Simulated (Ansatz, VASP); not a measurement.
## One calculation of Ni, two programs

```
Ni
1.0
     0.00000    1.75924    1.75924
     1.75924    0.00000    1.75924
     1.75924    1.75924    0.00000
Ni
1
Direct
  0.00000 0.00000 0.00000
```

Alike in both runs: functional PBE; k mesh 20 × 20 × 20; occupations gaussian, width 0.1 eV; collinear spin.

Ansatz relaxed the structure, and its values are those at the end. VASP's run is a single point on that final structure, the one shown.

|  | VASP | Ansatz |
| --- | --- | --- |
| version | VASP 6.6.1 | Ansatz 0.2.0 |
| potentials or method | VASP PAW PBE potentials, release 64 (Ni) | scalar-relativistic, plane waves, PAW |
| plane-wave cutoff (eV) | 520 | 420 |
| valence electrons in the cell | 10 | 18 |

```tsv
	VASP	Ansatz	Ansatz less VASP
gap on the k mesh at the Fermi level (eV)	none	none	-
pressure (GPa)	-0.1	0.0	+0.11
net moment per atom (μB)	0.63	0.64	+0.010
size of the moment on the site where the two differ most (μB)	0.64	0.68	+0.037
```

Site moments also hang on the region over which each program counts them. A gap of «none» marks a metal or a gap that the smearing closes. The two sets of potentials don't hold the same shells in valence.
